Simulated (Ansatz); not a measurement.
This cell of InN (wurtzite) is off equilibrium:

```
InN
1.0
    3.54750     0.00000     0.00000
   -1.77375     3.07222     0.00000
    0.00000     0.00000     5.72256
In N
2 2
Direct
  0.66667   0.33333   0.00226
  0.33333   0.66667   0.50226
  0.66667   0.33333   0.62294
  0.26004   0.66667   0.12294
```

Computed with r2SCAN (plane waves to 500 eV, PAW, scalar-relativistic; Ansatz, a program for electronic structure). k mesh 9×9×5 (Γ-centred), Fermi-Dirac smearing 0.05 eV. The energy includes the smearing's −TS. Compression counts positive. InN was relaxed with its symmetry unable to fall.

Problem. What forces act on the atoms (eV/Å, Cartesian)?

Solution. 
| atom | Fx | Fy | Fz |
|---|---|---|---|
| In1 | -2.797 | -1.248 | -0.660 |
| In2 | -0.135 | -0.008 | -0.130 |
| N3 | -0.137 | -0.028 | -0.022 |
| N4 | 3.069 | 1.285 | 0.812 |

Problem. Give the stress tensor in GPa and the pressure.

Solution. 
```
    4.5      7.1      4.3
    7.1      2.1      2.2
    4.3      2.2      0.7
```
The pressure, a third of the trace, is 2.4 GPa.

Problem. In it atom 4 sits (-0.260, 0.000, 0.000) Å away from its relaxed site. What is its energy relative to the relaxed cell?

Solution. 379 meV/cell.

(A displaced cell: forces are minus the slopes of the energy, force constants its curvatures, and phonons follow from these.)
